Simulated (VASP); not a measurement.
**N under changes of volume**

One of the cells (22.738 Å³/atom); the others are scaled copies at fixed shape and fractional positions:

```
CELL_PARAMETERS angstrom
4.11111 0.00000 0.00000
0.00000 4.11111 0.00000
0.00000 0.00000 5.38132
ATOMIC_POSITIONS crystal
N 0.40428 0.59572 0.50000
N 0.09572 0.09572 0.00000
N 0.59572 0.40428 0.50000
N 0.90428 0.90428 0.00000
```

- Program: VASP 6.6.1
- Functional: PBE
- Potentials or basis: VASP PAW PBE potentials, release 64 (N)
- Cutoff: 520 eV
- k mesh: 7 × 7 × 5
- Occupations: fermi-dirac, width 0.05 eV
- Spin: no spin polarisation

```tsv
volume (Å³/atom)	energy over the lowest point (meV/atom)	pressure (GPa)	gap on the mesh (eV)	largest force (eV/Å)
20.954	42.48	7.4	7.03	4.979
21.400	24.06	5.3	6.99	3.585
21.846	?	?	?	?
22.738	0.00	0.2	6.86	0.060
23.184	0.86	-1.2	6.82	1.115
23.629	5.50	-2.5	6.77	2.100
```

Task: What does the run at 21.846 Å³/atom give?

Result: Energy over the lowest point 11.17 meV/atom; pressure 3.5 GPa; gap on the mesh 6.95 eV; largest force 2.285 eV/Å.

Worked out: A Birch-Murnaghan fit of order 3 (a polynomial in V^(-2/3)) to the other rows has its minimum at 22.86 Å³/atom with B0 = V·E''(V) = 75 GPa and B' = 3.8 at fixed shape and positions, which overstates the stiffness. It gives 11.17 meV/atom at 21.846 Å³/atom, against the run's 11.17, and -dE/dV = 3.7 GPa, against 3.5. A straight line through the other rows of the gap, of slope -2.15 eV per unit of ln V, gives 6.94 eV, against the run's 6.95.

Energies are extrapolated to zero smearing.

Caveats: the standard files for N, O and F lose accuracy on very short bonds; an odd mesh through Γ misses points on the zone boundary, where band edges often lie; forces of over 1 eV/Å show positions far from the minimum, so gaps and moduli don't describe the material at rest (some runs).
